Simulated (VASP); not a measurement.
# MoS2 in VASP: settings compared, part 2 of 2

VASP 6.6.1. Earlier steps stand in the parts before.

### 3 Single point, PBE0

POSCAR reads:

```
MoS2
1.0
    3.1841260822      0.0000000000      0.0000000000
   -1.5920630411      2.7575340760      0.0000000000
    0.0000000000      0.0000000000     17.3345999500
Mo S
1 2
Direct
    0.0000000000      0.0000000000      0.0000000000
    0.3333333333      0.6666666667      0.9105070200
    0.3333333333      0.6666666667      0.0894929800
```

INCAR.step1 reads:

```
  PREC = Accurate
  ENCUT = 400
  EDIFF = 1E-5
  ISMEAR = 0
  SIGMA = 0.01
  LREAL = False
  LASPH = True
  NELM = 100
  ALGO = Normal
  ISIF = 2
  LWAVE = True
  LCHARG = False
  NBANDS = 21
  NKRED = 1
  GGA = PE
```

INCAR.step2 reads:

```
  PREC = Accurate
  ENCUT = 400
  EDIFF = 1E-6
  ISMEAR = 0
  SIGMA = 0.01
  LREAL = False
  LASPH = True
  NELM = 100
  ALGO = Normal
  ISIF = 2
  LWAVE = False
  LCHARG = False
  GGA = PE
  LHFCALC = True
  AEXX = 0.25
  PRECFOCK = Fast
  NBANDS = 21
  NKRED = 1
  ISTART = 1
```

KPOINTS reads:

```
Automatic mesh
0
Gamma
  4 4 1
```

Potentials or basis: VASP PAW PBE potentials, release 64 (Mo_sv, S).

Started as:

```console
$ cat potpaw_PBE.64/Mo_sv/POTCAR potpaw_PBE.64/S/POTCAR > POTCAR
$ cp INCAR.step1 INCAR
$ mpirun -np 1 vasp_std > vasp.out
$ cp INCAR.step2 INCAR
$ mpirun -np 1 vasp_std > vasp.out
```

Wall time 79 s (1 thread of Intel Xeon 6975P-C (Granite Rapids), shared host); peak memory 0.23 GiB.

The run converged, but some of its settings lie outside the range that counts as converged, so its numbers aren't taken as properties of the slab.

Results:

```
Free energy            : -28.5337 eV
Largest force          : 0.353 eV/Å
Band gap on the k mesh : 3.50 eV, indirect (least direct gap 4.12 eV)
```

Caveat: the k mesh is coarse (spacing up to 0.57 Å⁻¹), so the values aren't converged, least of all with exact exchange; the PAW data sets were made with another functional, which shifts forces and pressure a little.

### 4 Single point, PBE0

POSCAR is that of step 3.

Edit INCAR.step1 of step 3 so:

```diff
@@ -1,3 +1,3 @@
   PREC = Accurate
-  ENCUT = 400
+  ENCUT = 350
   EDIFF = 1E-5
```

Edit INCAR.step2 of step 3 so:

```diff
@@ -1,3 +1,3 @@
   PREC = Accurate
-  ENCUT = 400
+  ENCUT = 350
   EDIFF = 1E-6
@@ -15,3 +15,3 @@
   AEXX = 0.25
-  PRECFOCK = Fast
+  PRECFOCK = Accurate
   NBANDS = 21
```

KPOINTS reads:

```
Automatic mesh
0
Gamma
  5 5 1
```

Potentials or basis: VASP PAW PBE potentials, release 64 (Mo_sv, S).

Started as:

```console
$ cat potpaw_PBE.64/Mo_sv/POTCAR potpaw_PBE.64/S/POTCAR > POTCAR
$ cp INCAR.step1 INCAR
$ mpirun -np 1 vasp_std > vasp.out
$ cp INCAR.step2 INCAR
$ mpirun -np 1 vasp_std > vasp.out
```

OUTCAR:

```text
PREC = Accurate
   ENCUT = 350
   EDIFF = 1E-6
   ISMEAR = 0
   LREAL = False
   LASPH = True
   NELM = 100
   ISIF = 2
   GGA = PE
   LHFCALC = True
   AEXX = 0.25
   PRECFOCK = Accurate
   NKRED = 1
   ISTART = 1

 Found      5 irreducible k-points:

 Following reciprocal coordinates:
            Coordinates               Weight
  0.000000  0.000000  0.000000      1.000000
  0.200000  0.000000  0.000000      6.000000
[... 205 lines left out ...]
------------------------ aborting loop because EDIFF is reached ----------------------------------------

  FORCE on cell =-STRESS in cart. coord.  units (eV):
  Direction    XX          YY          ZZ          XY          YZ          ZX
  --------------------------------------------------------------------------------------
  -------------------------------------------------------------------------------------
  Total       -1.6076680     -1.6076680     -1.1845228      0.0000000     -0.0000000      0.0000000
  in kB      -16.9231803    -16.9231803    -12.4689259      0.0000000     -0.0000000      0.0000000
  external PRESSURE =     -15.4384288 kB  Pullay stress =       0.0000000 kB

 VOLUME and BASIS-vectors are now :
 -----------------------------------------------------------------------------
  energy-cutoff  :      350.00
  volume of cell :      152.20
      direct lattice vectors                 reciprocal lattice vectors
     3.184126082  0.000000000  0.000000000     0.314057915  0.181321422  0.000000000
    -1.592063041  2.757534076  0.000000000     0.000000000  0.362642844  0.000000000
     0.000000000  0.000000000 17.334599950     0.000000000  0.000000000  0.057688092

 POSITION                                       TOTAL-FORCE (eV/Angst)
 -----------------------------------------------------------------------------------
      0.00000      0.00000      0.00000        -0.000000      0.000000      0.000000
     -0.00000      1.83836     15.78327         0.000000     -0.000000      0.305261
     -0.00000      1.83836      1.55133         0.000000     -0.000000     -0.305261
 -----------------------------------------------------------------------------------
    total drift:                                0.000001     -0.000000     -0.000000

  FREE ENERGIE OF THE ION-ELECTRON SYSTEM (eV)
  ---------------------------------------------------
  free  energy   TOTEN  =       -28.4416099464 eV

  energy  without entropy=      -28.4416099464  energy(sigma->0) =      -28.44160995
```

OUTCAR.step1:

```text
PREC = Accurate
   ENCUT = 350
   EDIFF = 1E-5
   ISMEAR = 0
   LREAL = False
[... 231 lines left out ...]
      0.00000      0.00000      0.00000         0.000000      0.000000      0.000000
     -0.00000      1.83836     15.78327        -0.000000     -0.000000     -0.214509
     -0.00000      1.83836      1.55133         0.000000      0.000000      0.214509
 -----------------------------------------------------------------------------------
    total drift:                                0.000001     -0.000000     -0.000000

  FREE ENERGIE OF THE ION-ELECTRON SYSTEM (eV)
  ---------------------------------------------------
  free  energy   TOTEN  =       -21.8419397599 eV

  energy  without entropy=      -21.8419397599  energy(sigma->0) =      -21.84193976
```

Wall time 9.9 min (1 thread of Intel Xeon 6975P-C (Granite Rapids), shared host); peak memory 0.21 GiB.

The run converged, but some of its settings lie outside the range that counts as converged, so its numbers aren't taken as properties of the slab.

What came out:

```
Free energy            : -28.4416 eV
Largest force          : 0.305 eV/Å
Band gap on the k mesh : 3.28 eV, indirect (least direct gap 3.59 eV)
```

Caveat: the k mesh is coarse (spacing up to 0.46 Å⁻¹), so the values aren't converged, least of all with exact exchange; the PAW data sets were made with another functional, which shifts forces and pressure a little.
